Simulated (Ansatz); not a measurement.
## TaC: frozen-core PAW against all-electron methods

```
Ta C
1.0
     0.00000    2.23390    2.23390
     2.23390    0.00000    2.23390
     2.23390    2.23390    0.00000
Ta C
1 1
Direct
  0.00000 0.00000 0.00000
  0.50000 0.50000 0.50000
```

Atom numbers follow the list: Ta1, C2.

The cell is the one relaxed in the Materials Project (mp-1086), not relaxed further here; entries there can be hypothetical.

Spin polarisation is left out, and whether a magnetic state lies lower isn't shown here.

No spin–orbit coupling, which matters for the heavy atoms here.

Levels of theory: DFT, PBE, PAW with Ansatz's default frozen-core files, scalar-relativistic (Ansatz 0.2.0); DFT, PBE, all-electron LAPW, scalar-relativistic (Ansatz 0.2.0).

For PAW: a Γ-centred 13×13×13 k mesh, Fermi–Dirac smearing of 0.05 eV, cutoff 420 eV, no spin polarisation. LAPW targets a basis error of 1 meV/atom. The Ansatz runs share mesh, smearing and spin set-up. Plane-wave (PAW) pressures include the program's estimate of the Pulay term.

Stress and pressure are positive in compression.

Levels count from the Fermi level.

```tsv
quantity	PAW	LAPW
pressure (GPa)	1.68	1.65
highest filled level at W (eV)	-4.987	-4.980
lowest empty level at W (eV)	1.586	1.585
highest filled level at K (eV)	-0.619	-0.618
lowest empty level at K (eV)	3.114	3.112
highest filled level at Γ (eV)	-0.496	-0.492
```
